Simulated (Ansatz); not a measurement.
# Al47O72: the cost of one run

All numbers are computed with Ansatz 0.2.0 (PAW, plane waves).

### 1 Starting point

119 atoms (47 Al, 72 O); a = 9.548 Å, b = 9.548 Å, c = 13.014 Å, α = 90.00°, β = 90.00°, γ = 120.00°. All atoms were shaken off their sites by about 0.02 Å along each axis. Defect site 1: (0.500, 0.500, 0.352). Starting moments add up to 1 μB.

The runs, in order: (2) PBEsol relaxation at the single k point (¼, ¼, ¼), on 1 × NVIDIA GB200 with 8 threads of Arm Neoverse-V2; (3) HSE06 single point at the single k point (¼, ¼, ¼), on 1 × NVIDIA GB200 with 8 threads of Arm Neoverse-V2; (4) PBEsol band at the single k point (¼, ¼, ¼), on 1 × NVIDIA GB200 with 8 threads of Arm Neoverse-V2; (5) HSE06 single point at the single k point (¼, ¼, ¼), on 1 × NVIDIA GB200 with 8 threads of Arm Neoverse-V2.

### 2 Relaxing the atoms with PBEsol

in.yaml reads:

```yaml
crystal:
  lattice:
    - [9.547862, 0.000000, 0.000000]
    - [-4.773931, 8.268691, 0.000000]
    - [0.000000, 0.000000, 13.013576]
  atoms:
    - { symbol: Al, position: [0.335690, 0.169463, 0.184105] }
    - { symbol: Al, position: [0.335242, 0.665779, 0.184041] }
    - { symbol: Al, position: [0.832246, 0.166493, 0.182707] }
    - { symbol: Al, position: [0.831550, 0.664514, 0.183359] }
    - { symbol: Al, position: [0.163661, 0.331567, 0.021010] }
    - { symbol: Al, position: [0.168128, 0.831553, 0.018045] }
    - { symbol: Al, position: [0.665704, 0.335270, 0.017471] }
    - { symbol: Al, position: [0.663494, 0.829682, 0.019459] }
    - { symbol: Al, position: [0.168256, 0.331985, 0.314248] }
    - { symbol: Al, position: [0.173892, 0.837079, 0.312466] }
    - { symbol: Al, position: [0.664950, 0.330847, 0.314097] }
    - { symbol: Al, position: [0.667405, 0.831972, 0.316685] }
    - { symbol: Al, position: [0.164808, 0.330546, 0.516806] }
    - { symbol: Al, position: [0.161744, 0.828987, 0.518033] }
    - { symbol: Al, position: [0.669579, 0.334037, 0.520724] }
    - { symbol: Al, position: [0.666143, 0.830965, 0.520684] }
    - { symbol: Al, position: [0.999404, 0.001536, 0.354109] }
    - { symbol: Al, position: [0.002022, 0.500828, 0.351299] }
    - { symbol: Al, position: [0.499432, 0.997625, 0.349836] }
    - { symbol: Al, position: [0.999228, 0.002894, 0.147147] }
    - { symbol: Al, position: [0.999286, 0.500185, 0.147580] }
    - { symbol: Al, position: [0.504015, 0.999194, 0.148945] }
    - { symbol: Al, position: [0.499942, 0.499674, 0.145788] }
    - { symbol: Al, position: [0.999790, 0.001599, 0.643957] }
    - { symbol: Al, position: [0.996191, 0.500109, 0.648144] }
    - { symbol: Al, position: [0.501926, 0.999055, 0.647810] }
    - { symbol: Al, position: [0.494398, 0.498336, 0.650333] }
    - { symbol: Al, position: [0.999892, 0.994724, 0.852513] }
    - { symbol: Al, position: [0.000412, 0.501017, 0.850738] }
    - { symbol: Al, position: [0.493872, 0.996244, 0.854458] }
    - { symbol: Al, position: [0.497457, 0.495461, 0.850128] }
    - { symbol: Al, position: [0.333025, 0.163054, 0.686757] }
    - { symbol: Al, position: [0.332392, 0.668062, 0.683892] }
    - { symbol: Al, position: [0.832806, 0.168406, 0.686186] }
    - { symbol: Al, position: [0.832061, 0.662760, 0.687051] }
    - { symbol: Al, position: [0.330273, 0.165497, 0.477448] }
    - { symbol: Al, position: [0.330877, 0.667802, 0.483397] }
    - { symbol: Al, position: [0.832885, 0.169570, 0.483353] }
    - { symbol: Al, position: [0.831139, 0.664718, 0.480908] }
    - { symbol: Al, position: [0.330437, 0.165859, 0.980365] }
    - { symbol: Al, position: [0.333316, 0.664772, 0.982605] }
    - { symbol: Al, position: [0.837424, 0.168363, 0.982840] }
    - { symbol: Al, position: [0.829310, 0.665601, 0.981703] }
    - { symbol: Al, position: [0.165379, 0.333715, 0.812988] }
    - { symbol: Al, position: [0.166171, 0.833454, 0.812225] }
    - { symbol: Al, position: [0.671383, 0.337677, 0.815835] }
    - { symbol: Al, position: [0.667711, 0.835280, 0.814791] }
    - { symbol: O, position: [0.150386, 0.994750, 0.252422] }
    - { symbol: O, position: [0.149750, 0.499695, 0.247861] }
    - { symbol: O, position: [0.653157, 0.999292, 0.242979] }
    - { symbol: O, position: [0.654088, 0.500485, 0.253249], spin: 0.167 }
    - { symbol: O, position: [0.335128, 0.014497, 0.084539] }
    - { symbol: O, position: [0.330297, 0.513682, 0.082926] }
    - { symbol: O, position: [0.832861, 0.013990, 0.081759] }
    - { symbol: O, position: [0.837116, 0.516426, 0.083225] }
    - { symbol: O, position: [0.999885, 0.153371, 0.252799] }
    - { symbol: O, position: [0.000893, 0.655371, 0.250472] }
    - { symbol: O, position: [0.499076, 0.151136, 0.251145] }
    - { symbol: O, position: [0.499027, 0.653381, 0.250792], spin: 0.167 }
    - { symbol: O, position: [0.350200, 0.349001, 0.250811], spin: 0.167 }
    - { symbol: O, position: [0.345822, 0.844114, 0.250330] }
    - { symbol: O, position: [0.845526, 0.345584, 0.249950] }
    - { symbol: O, position: [0.847569, 0.845130, 0.249636] }
    - { symbol: O, position: [0.179372, 0.165750, 0.080372] }
    - { symbol: O, position: [0.179712, 0.666364, 0.082339] }
    - { symbol: O, position: [0.681060, 0.166873, 0.085752] }
    - { symbol: O, position: [0.681004, 0.668517, 0.082425] }
    - { symbol: O, position: [0.180632, 0.017066, 0.583485] }
    - { symbol: O, position: [0.180871, 0.513544, 0.580739] }
    - { symbol: O, position: [0.682139, 0.016768, 0.583216] }
    - { symbol: O, position: [0.679147, 0.511117, 0.583371] }
    - { symbol: O, position: [0.165205, 0.173052, 0.416216] }
    - { symbol: O, position: [0.165286, 0.680440, 0.417074] }
    - { symbol: O, position: [0.664948, 0.176795, 0.417872] }
    - { symbol: O, position: [0.670581, 0.684058, 0.417241], spin: 0.167 }
    - { symbol: O, position: [0.014258, 0.335722, 0.416512] }
    - { symbol: O, position: [0.013099, 0.834057, 0.415476] }
    - { symbol: O, position: [0.512594, 0.330928, 0.417928], spin: 0.167 }
    - { symbol: O, position: [0.516557, 0.834708, 0.416870] }
    - { symbol: O, position: [0.014704, 0.178245, 0.914310] }
    - { symbol: O, position: [0.015973, 0.680641, 0.917813] }
    - { symbol: O, position: [0.518255, 0.185632, 0.917694] }
    - { symbol: O, position: [0.512507, 0.677081, 0.918259] }
    - { symbol: O, position: [0.000032, 0.346807, 0.751186] }
    - { symbol: O, position: [0.001631, 0.846759, 0.748017] }
    - { symbol: O, position: [0.498918, 0.349689, 0.749353] }
    - { symbol: O, position: [0.505837, 0.852516, 0.748809] }
    - { symbol: O, position: [0.484152, 0.319395, 0.082990] }
    - { symbol: O, position: [0.487307, 0.820542, 0.083917] }
    - { symbol: O, position: [0.985953, 0.319338, 0.081561] }
    - { symbol: O, position: [0.985621, 0.823364, 0.084016] }
    - { symbol: O, position: [0.488836, 0.168193, 0.582736] }
    - { symbol: O, position: [0.487231, 0.664720, 0.584039] }
    - { symbol: O, position: [0.984809, 0.168189, 0.582498] }
    - { symbol: O, position: [0.989864, 0.666820, 0.583841] }
    - { symbol: O, position: [0.331223, 0.318111, 0.582786] }
    - { symbol: O, position: [0.335187, 0.819960, 0.582066] }
    - { symbol: O, position: [0.833260, 0.320530, 0.583104] }
    - { symbol: O, position: [0.838202, 0.821971, 0.584454] }
    - { symbol: O, position: [0.319543, 0.485122, 0.417210], spin: 0.167 }
    - { symbol: O, position: [0.320688, 0.991836, 0.416142] }
    - { symbol: O, position: [0.818435, 0.486105, 0.417664] }
    - { symbol: O, position: [0.817952, 0.983284, 0.414083] }
    - { symbol: O, position: [0.323902, 0.333429, 0.915583] }
    - { symbol: O, position: [0.321637, 0.832245, 0.916542] }
    - { symbol: O, position: [0.819086, 0.330305, 0.918772] }
    - { symbol: O, position: [0.818292, 0.828787, 0.912005] }
    - { symbol: O, position: [0.351314, 0.001183, 0.750629] }
    - { symbol: O, position: [0.343771, 0.495883, 0.750373] }
    - { symbol: O, position: [0.848044, 0.001895, 0.750158] }
    - { symbol: O, position: [0.845437, 0.497532, 0.750326] }
    - { symbol: O, position: [0.153230, 0.151500, 0.749544] }
    - { symbol: O, position: [0.152021, 0.655767, 0.750199] }
    - { symbol: O, position: [0.649667, 0.152502, 0.752326] }
    - { symbol: O, position: [0.653611, 0.654632, 0.751869] }
    - { symbol: O, position: [0.164225, 0.483558, 0.914977] }
    - { symbol: O, position: [0.163152, 0.983573, 0.914735] }
    - { symbol: O, position: [0.663215, 0.483382, 0.916985] }
    - { symbol: O, position: [0.668970, 0.988243, 0.912959] }
  symmetry: { detect: false }
kpoints:
  mp_grid: { grid: [1, 1, 1], shift: [0.25, 0.25, 0.25] }
hamiltonian:
  xc: pbesol
magnetization:
  spin_polarized: true
scf:
  occupations: { method: fermi_dirac, width: 0.01 }
relax:
  f_tol: 0.03
  max_steps: 80
  escape_saddle: false
  adjacent_minimum: "off"
output:
  forces: true
  eigenvalues: true
  populations: true
```

On the command line:

```console
$ ansatz run in.yaml --threads 8 --pin off --max-ram 118750MiB --runs-dir r --events-out ev --progress --plain --backend cuda --devices 0, --max-vram 170GiB
```

What time and memory should one allow on 1 × NVIDIA GB200 with 8 threads of Arm Neoverse-V2, shared host?

About 8.9 s, with a peak of 1.9 GiB on the host.
